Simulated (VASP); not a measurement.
A run of VASP 6.6.1:

File INCAR:

```
SYSTEM = SnTe
PREC = Accurate
ENCUT = 520
EDIFF = 1E-6
ISMEAR = 0
SIGMA = 0.05
LREAL = .FALSE.
LASPH = .TRUE.
NELM = 80
ALGO = Fast
ISIF = 2
LWAVE = .FALSE.
LCHARG = .FALSE.
LDIPOL = .TRUE.
IDIPOL = 3
DIPOL = 0.5 0.5 0.500
GGA = PE
NBANDS = 28
```

File KPOINTS:

```
Automatic mesh
0
G
  8 8 1
  0 0 0
```

POSCAR

```
SnTe
1.0
    4.5346574383      0.0000000000      0.0000000000
    0.0000000000      4.5346574383      0.0000000000
    0.0000000000      0.0000000000     18.2064870250
Sn Te
2 2
Direct
    0.5000000000      0.5000000000      0.4119410840
    0.0000000000      0.0000000000      0.5880589160
    0.0000000000      0.0000000000      0.4119410840
    0.5000000000      0.5000000000      0.5880589160
```

Potentials or basis: VASP PAW PBE potentials, release 64 (Sn_d, Te).

Launch:

```console
$ cat potpaw_PBE.64/Sn_d/POTCAR potpaw_PBE.64/Te/POTCAR > POTCAR
$ mpirun -np 1 vasp_std > vasp.out
```

Hardware: 1 thread of Intel(R) Xeon(R) 6975P-C (Granite Rapids), with other jobs on the host.

**Question.** How long does it take, and how much memory?

**Answer.** It took 2.6 min on 1 thread of Intel(R) Xeon(R) 6975P-C (Granite Rapids) (shared host), peak memory 0.5 GiB. Counts: scf iterations 22, k points 15.
